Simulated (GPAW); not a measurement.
Write an ASE script for GPAW 26.7.0 that does the following.

```yaml
Task: relaxation of cell and atoms
Functional: PBEsol
Potentials_or_basis: PAW data sets generated in the run's folder for this functional
Cutoff: 600 eV
Basis: pw
k_mesh: 10 × 10 × 10
Occupations: fermi-dirac, width 0.05 eV
Spin: no spin polarisation
Maxiter: 150
Optimizer: BFGS
Fmax: 0.02 eV/Å
Max_steps: 60
Convergence: density=1e-05 forces=0.0001
```

As:

```
CELL_PARAMETERS angstrom
2.70368 0.00000 0.00000
0.00000 2.70368 0.00000
0.00000 0.00000 2.70368
ATOMIC_POSITIONS crystal
As 0.50000 0.50000 0.50000
```

This isn't the form of As at room conditions, which is rhombohedral.

One way to write it, as run:

run.py

```python
from ase import Atoms
from ase.filters import FrechetCellFilter
from ase.io import write
from ase.optimize import BFGS
from gpaw import GPAW, PW, setup_paths

setup_paths.insert(0, '.')

atoms = Atoms(['As'],
              cell=[[2.7036817444, 0.0, 0.0],
                    [0.0, 2.7036817444, 0.0],
                    [0.0, 0.0, 2.7036817444]],
              scaled_positions=[[0.5, 0.5, 0.5]],
              pbc=True)

calc = GPAW(mode=PW(600),
            xc='PBEsol',
            kpts={'size': (10, 10, 10), 'gamma': True},
            occupations={'name': 'fermi-dirac', 'width': 0.05},
            nbands=9,
            convergence={'density': 1e-05, 'forces': 0.0001},
            maxiter=150,
            txt='gpaw.txt')
atoms.calc = calc
opt = BFGS(FrechetCellFilter(atoms), trajectory='relax.traj', logfile='-')
done = opt.run(fmax=0.02, steps=60)
calc.write('gs.gpw')
write('result.traj', atoms)
print('Converged:', done)
print('Cell:', atoms.cell.cellpar().round(4))
print('Volume:', round(atoms.get_volume(), 4))
print(atoms.get_scaled_positions().round(5))
```

Potentials or basis: PAW data sets generated in the run's folder for this functional, pw.

The run is started by

```bash
$ gpaw-setup -f PBEsol As
$ OMP_NUM_THREADS=1 python run.py
```

It gave:

```yaml
Relaxed_volume: 19.43 Å³/atom
Relaxed_cell: a = 2.688 Å, b = 2.688 Å, c = 2.688 Å, α = 90.00°, β = 90.00°, γ = 90.00°
Space_group_after_relaxing_to_0.05_Å: Pm-3m (No. 221)
Energy_gained_by_relaxing: 1.5 meV/atom
Ionic_steps: 3
Pressure_after_relaxing: 0.0 GPa
Band_gap_on_the_k_mesh: none (metal or under the smearing width)
```

Caveat: later steps reuse the first step's grids.

It took 16 s on 1 thread of Arm Neoverse V1, with other jobs on the host, peak memory 0.14 GiB.
